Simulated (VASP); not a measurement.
# KI (Fm-3m) in VASP: further runs

The runs below take KI through single point, with r2SCAN.

All numbers are computed with VASP 6.6.1; they aren't measurements. Logs are shortened: lines on timing, memory, paths and dates and some standing lists are left out, and cuts for length are marked.

**What was measured.**

A printed reference work, monograph reports, for a bulk crystal of KI: band gap 6.32 eV.

The results are compared with them further down.

### Step 1. The cell of the first run

The structure is cubic, space group Fm-3m (No. 225). Conventional cell: a = 6.771 Å, b = 6.771 Å, c = 6.771 Å, α = 90.00°, β = 90.00°, γ = 90.00°. Within 4.5 Å of K (site symmetry m-3m) lie 6 I at 3.39 Å. I (site symmetry m-3m) has 6 K at 3.39 Å within 4.5 Å.

### Step 2. Single point, r2SCAN

POSCAR

```
KI
1.0
    0.0000000000      3.3854016571      3.3854016571
    3.3854016571      0.0000000000      3.3854016571
    3.3854016571      3.3854016571      0.0000000000
K I
1 1
Direct
    0.0000000000      0.0000000000      0.0000000000
    0.5000000000      0.5000000000      0.5000000000
```

INCAR.step1

```
PREC = Accurate
ENCUT = 550
ISMEAR = 0
SIGMA = 0.01
LREAL = F
LASPH = T
NELM = 120
NBANDS = 15
GGA = PE
ALGO = Normal
EDIFF = 1E-5
LWAVE = T
LCHARG = F
GGA_COMPAT = F
```

INCAR.step2

```
PREC = Accurate
ENCUT = 550
EDIFF = 1E-6
ISMEAR = 0
SIGMA = 0.01
LREAL = F
LASPH = T
NELM = 120
ALGO = Normal
ISIF = 2
LWAVE = F
LCHARG = F
METAGGA = R2SCAN
LMIXTAU = T
NBANDS = 15
ISTART = 1
GGA_COMPAT = F
```

KPOINTS

```
regular mesh
0
Gamma
  6 6 6
```

Potentials or basis: VASP PAW PBE potentials, release 64 (K_sv, I).

Launch:

```console
cat potpaw_PBE.64/K_sv/POTCAR potpaw_PBE.64/I/POTCAR > POTCAR
cp INCAR.step1 INCAR
mpirun -np 1 vasp_std > vasp.out
cp INCAR.step2 INCAR
mpirun -np 1 vasp_std > vasp.out
```

OUTCAR:

```text
PREC = Accurate
   ENCUT = 550
   EDIFF = 1E-6
   ISMEAR = 0
   LREAL = F
   LASPH = T
   NELM = 120
   ISIF = 2
   METAGGA = R2SCAN
   ISTART = 1

 ion  position               nearest neighbor table
   1  0.000  0.000  0.000-   2 3.39   2 3.39   2 3.39   2 3.39   2 3.39   2 3.39
   2  0.500  0.500  0.500-   1 3.39   1 3.39   1 3.39   1 3.39   1 3.39   1 3.39

  LATTYP: Found a face centered cubic cell.
 ALAT       =     6.7708033142

  Lattice vectors:

 A1 = (   0.0000000000,   3.3854016571,   3.3854016571)
 A2 = (   3.3854016571,   0.0000000000,   3.3854016571)
 A3 = (   3.3854016571,   3.3854016571,   0.0000000000)

Analysis of symmetry for initial positions (statically):
=====================================================================
 Subroutine PRICEL returns:
 Original cell was already a primitive cell.

 Routine SETGRP: Setting up the symmetry group for a
 face centered cubic supercell.

 Subroutine GETGRP returns: Found 48 space group operations
 (whereof 48 operations were pure point group operations)
 out of a pool of 48 trial point group operations.

The static configuration has the point symmetry O_h .

Analysis of symmetry for dynamics (positions and initial velocities):
=====================================================================
 Subroutine PRICEL returns:
 Original cell was already a primitive cell.

 Routine SETGRP: Setting up the symmetry group for a
 face centered cubic supercell.

 Subroutine GETGRP returns: Found 48 space group operations
 (whereof 48 operations were pure point group operations)
 out of a pool of 48 trial point group operations.

The dynamic configuration has the point symmetry O_h .

 Subroutine INISYM returns: Found 48 space group operations
 (whereof 48 operations are pure point group operations),
 and found     1 'primitive' translations

----------------------------------------------------------------------------------------

                                     Primitive cell

  volume of cell :      77.5998

  direct lattice vectors                    reciprocal lattice vectors
     0.000000000  3.385401657  3.385401657    -0.147692963  0.147692963  0.147692963
     3.385401657  0.000000000  3.385401657     0.147692963 -0.147692963  0.147692963
     3.385401657  3.385401657  0.000000000     0.147692963  0.147692963 -0.147692963

  length of vectors
     4.787680938  4.787680938  4.787680938     0.255811715  0.255811715  0.255811715

  position of ions in fractional coordinates (direct lattice)
     0.000000000  0.000000000  0.000000000
[... 80 lines left out ...]
   NELECT =      16.0000    total number of electrons
   NUPDOWN=      -1.0000    fix difference up-down
   EMIN   =  10.00;   EMAX   =-10.00  energy-range for DOS
   EFERMI =   0.00;   METHOD = LEGACY
   ISMEAR =     0;   SIGMA  =   0.01  broadening in eV -4-tet -1-fermi 0-gaus
   EFERMI_NEDOS =   21; number of points for ismear=-14 and -15
   IALGO  =     38    algorithm
   IMIX   =      4    mixing-type and parameters
     AMIX     =   0.40;   BMIX     =  1.00
     AMIX_MAG =   1.60;   BMIX_MAG =  1.00
  volume/ion in A,a.u.               =      38.80       261.83
  Fermi-wavevector in a.u.,A,eV,Ry     =   0.967152  1.827652 12.726652  0.935383
  Thomas-Fermi vector in A             =   2.097013
   LORBIT       =      0    0 simple, 1 ext, 2 COOP (PROOUT), +10 PAW based schemes
   METAGGA = R2SCAN    functional components
   LHFCALC =     F    Hartree Fock is set to
   AEXX    =    0.0000 exact exchange contribution
   IVDW    =     0    specifies the selected vdW correction
   LEPSILON=     F    determine dielectric tensor
   LRPA    =     F    only Hartree local field effects (RPA)
 non-spin polarized calculation
 Gauss-broadening in eV      SIGMA  =   0.01
  energy-cutoff  :      550.00
  volume of cell :       77.60
 maximum number of plane-waves:      2301
 NGX is ok and might be reduce to    40
   NGX = 19   NGY = 19   NGZ = 19

 number of electron      15.9999999 magnetization

 Free energy of the ion-electron system (eV)
  ---------------------------------------------------
  ext. energy  EPLUGINS =         0.00000000
  ---------------------------------------------------
  free energy    TOTEN  =       -33.90574794 eV

  energy without entropy =      -33.90574794  energy(sigma->0) =      -33.90574794

 E-fermi :   0.0484     XC(G=0):  -8.0634

 val. band max:       -0.0243540523   @ k =   0.0000   0.0000   0.0000
 cond. band min:       4.9474393095   @ k =   0.0000   0.0000   0.0000
 fundamental gap:      4.9717933618
 Fermi energy:         0.0483663089

 k-point     1 :       0.0000    0.0000    0.0000
  band No.  band energies     occupation
      1     -29.4932      2.00000
      2     -12.2281      2.00000
      3     -12.2281      2.00000
      4     -12.2281      2.00000
      5     -11.0635      2.00000
      6      -0.0244      2.00000
      7      -0.0244      2.00000
      8      -0.0244      2.00000
      9       4.9474      0.00000
     10       6.9274      0.00000
     11       6.9274      0.00000
     12       6.9274      0.00000
     13       7.8672      0.00000
     14       7.8672      0.00000
[... 257 lines left out ...]
      2     -12.3192      2.00000
      3     -12.2948      2.00000
      4     -12.2712      2.00000
      5     -10.7455      2.00000
      6      -1.1059      2.00000
      7      -0.7270      2.00000
      8      -0.7151      2.00000
      9       5.9981      0.00000
     10       7.4496      0.00000
     11       8.1549      0.00000
     12       9.4623      0.00000
     13       9.6073      0.00000
     14      10.6349      0.00000
     15      11.3240      0.00000

------------------------ aborting loop because EDIFF is reached ----------------------------------------

  FORCE on cell =-STRESS in cart. coord.  units (eV):
  Direction    XX          YY          ZZ          XY          YZ          ZX
  --------------------------------------------------------------------------------------
  -------------------------------------------------------------------------------------
  Total        1.1891082      1.1891082      1.1891082     -0.0000000      0.0000000      0.0000000
  in kB       24.5511215     24.5511215     24.5511215     -0.0000000      0.0000000      0.0000000
  external PRESSURE =      24.5511215 kB  Pullay stress =       0.0000000 kB

 VOLUME and BASIS-vectors are now :
 -----------------------------------------------------------------------------
  energy-cutoff  :      550.00
  volume of cell :       77.60
      direct lattice vectors                 reciprocal lattice vectors
     0.000000000  3.385401657  3.385401657    -0.147692963  0.147692963  0.147692963
     3.385401657  0.000000000  3.385401657     0.147692963 -0.147692963  0.147692963
     3.385401657  3.385401657  0.000000000     0.147692963  0.147692963 -0.147692963

 POSITION                                       TOTAL-FORCE (eV/Angst)
 -----------------------------------------------------------------------------------
      0.00000      0.00000      0.00000         0.000000      0.000000      0.000000
      3.38540      3.38540      3.38540         0.000000      0.000000      0.000000
 -----------------------------------------------------------------------------------
    total drift:                                0.000000     -0.000000     -0.000000

  FREE ENERGIE OF THE ION-ELECTRON SYSTEM (eV)
  ---------------------------------------------------
  free  energy   TOTEN  =       -33.9057479429 eV

  energy  without entropy=      -33.9057479429  energy(sigma->0) =      -33.90574794
```

OUTCAR.step1:

```text
PREC = Accurate
   ENCUT = 550
   ISMEAR = 0
   LREAL = F
   LASPH = T
[... 498 lines left out ...]
 -----------------------------------------------------------------------------------
      0.00000      0.00000      0.00000         0.000000      0.000000      0.000000
      3.38540      3.38540      3.38540         0.000000      0.000000      0.000000
 -----------------------------------------------------------------------------------
    total drift:                                0.000000     -0.000000     -0.000000

  FREE ENERGIE OF THE ION-ELECTRON SYSTEM (eV)
  ---------------------------------------------------
  free  energy   TOTEN  =        -5.4473906970 eV

  energy  without entropy=       -5.4473906970  energy(sigma->0) =       -5.44739070
```

It took 3.7 min on 1 thread of Intel Xeon 8259CL, shared host; peak memory 0.26 GiB.

What came out:

```yaml
Free_energy: -33.9057 eV
Pressure: 2.5 GPa
Band_gap_on_the_k_mesh: 4.97 eV
```

Caveat: the PAW data sets were made with another functional, which shifts forces and pressure a little; spin-orbit coupling is left out, which moves the levels of the heavy elements. r2SCAN opens gaps a little over a GGA but as a rule still falls short of measured ones.

### Step 3. Single point, r2SCAN

This run uses another cell than the first one, of 40.56 Å³/atom.

POSCAR

```
KI
1.0
    0.0000000000      3.4359374905      3.4359374905
    3.4359374905      0.0000000000      3.4359374905
    3.4359374905      3.4359374905      0.0000000000
K I
1 1
Direct
    0.0000000000      0.0000000000      0.0000000000
    0.5000000000      0.5000000000      0.5000000000
```

INCAR.step1

```
ALGO     = Normal         # electronic algorithm
EDIFF    = 1E-5           # SCF threshold, eV
ENCUT    = 550            # plane-wave cutoff, eV
GGA      = PE             # functional
GGA_COMPAT= F            
ISMEAR   = 0              # smearing method
LASPH    = T              # aspherical terms in the spheres
LCHARG   = F              # write CHGCAR
LREAL    = F              # projectors in reciprocal space
LWAVE    = T              # write WAVECAR
NBANDS   = 15             # bands
NELM     = 120            # most SCF steps
PREC     = Accurate       # precision mode
SIGMA    = 0.01           # smearing width, eV
```

INCAR.step2

```
ALGO     = Normal         # electronic algorithm
EDIFF    = 1E-6           # SCF threshold, eV
ENCUT    = 550            # plane-wave cutoff, eV
GGA_COMPAT= F            
ISIF     = 2              # what is computed and relaxed
ISMEAR   = 0              # smearing method
ISTART   = 1            
LASPH    = T              # aspherical terms in the spheres
LCHARG   = F              # write CHGCAR
LMIXTAU  = T            
LREAL    = F              # projectors in reciprocal space
LWAVE    = F              # write WAVECAR
METAGGA  = R2SCAN         # meta-GGA
NBANDS   = 15             # bands
NELM     = 120            # most SCF steps
PREC     = Accurate       # precision mode
SIGMA    = 0.01           # smearing width, eV
```

KPOINTS

```
k-points
0
Gamma
  6 6 6
```

Potentials or basis: VASP PAW PBE potentials, release 64 (K_sv, I).

Launch:

```console
cat potpaw_PBE.64/K_sv/POTCAR potpaw_PBE.64/I/POTCAR > POTCAR
cp INCAR.step1 INCAR
mpirun -np 1 vasp_std > vasp.out
cp INCAR.step2 INCAR
mpirun -np 1 vasp_std > vasp.out
```

Run time: 3.8 min. Hardware: 1 thread of Intel Xeon 8259CL, shared host; peak memory 0.26 GiB.

It converged, with:

- Free energy: -33.9494 eV
- Pressure: 1.5 GPa
- Band gap on the k mesh: 4.84 eV

Levels at points of the mesh, in eV from the valence-band top:
```tsv
k point	band 5	band 6	band 7	band 8	band 9	band 10	band 11	band 12
(0.00, 0.00, 0.00)	-10.95	0.00	0.00	0.00	4.84	6.99	6.99	6.99
(0.50, 0.00, 0.00)	-10.53	-1.52	-0.41	-0.41	6.11	8.56	8.93	8.93
(0.50, 0.50, 0.00)	-10.76	-1.16	-0.42	-0.42	5.22	6.70	8.90	9.82
```

Caveat: the PAW data sets were made with another functional, which shifts forces and pressure a little; spin-orbit coupling is left out, which moves the levels of the heavy elements. A k mesh can miss the band edges.

### Step 4. Single point, r2SCAN

This run uses another cell than the first one, of 42.33 Å³/atom.

POSCAR

```
KI
1.0
    0.0000000000      3.4850289444      3.4850289444
    3.4850289444      0.0000000000      3.4850289444
    3.4850289444      3.4850289444      0.0000000000
K I
1 1
Direct
    0.0000000000      0.0000000000      0.0000000000
    0.5000000000      0.5000000000      0.5000000000
```

INCAR.step1

```
PREC = Accurate
ENCUT = 550
ISMEAR = 0
SIGMA = 0.01
LREAL = False
LASPH = True
NELM = 120
NBANDS = 15
GGA = PE
ALGO = Normal
EDIFF = 1E-5
LWAVE = True
LCHARG = False
GGA_COMPAT = False
```

INCAR.step2

```
PREC = Accurate
ENCUT = 550
EDIFF = 1E-6
ISMEAR = 0
SIGMA = 0.01
LREAL = False
LASPH = True
NELM = 120
ALGO = Normal
ISIF = 2
LWAVE = False
LCHARG = True
METAGGA = R2SCAN
LMIXTAU = True
LELF = True
LVHAR = True
NBANDS = 15
ISTART = 1
GGA_COMPAT = False
```

KPOINTS

```
Automatic mesh
0
Gamma
  6 6 6
```

Launch:

```console
cat potpaw_PBE.64/K_sv/POTCAR potpaw_PBE.64/I/POTCAR > POTCAR
cp INCAR.step1 INCAR
mpirun -np 1 vasp_std > vasp.out
cp INCAR.step2 INCAR
mpirun -np 1 vasp_std > vasp.out
```

It took 3.4 min on 1 thread of Intel Xeon 8259CL, shared host; peak memory 0.26 GiB.

The run converged. Its results:

```yaml
Free_energy: -33.9743 eV
Pressure: 0.7 GPa
Band_gap_on_the_k_mesh: 4.72 eV
```

Levels at points of the mesh, in eV from the valence-band top:
```tsv
k point	band 6	band 7	band 8	band 9	band 10	band 11
(0.00, 0.00, 0.00)	0.00	0.00	0.00	4.72	7.02	7.02
(0.50, 0.00, 0.00)	-1.42	-0.37	-0.37	6.07	8.45	8.85
(0.50, 0.50, 0.00)	-1.08	-0.40	-0.40	5.30	6.59	8.87
```

Caveat: the PAW data sets were made with another functional, which shifts forces and pressure a little; spin-orbit coupling is left out, which moves the levels of the heavy elements.

[end of part 1 of 2]
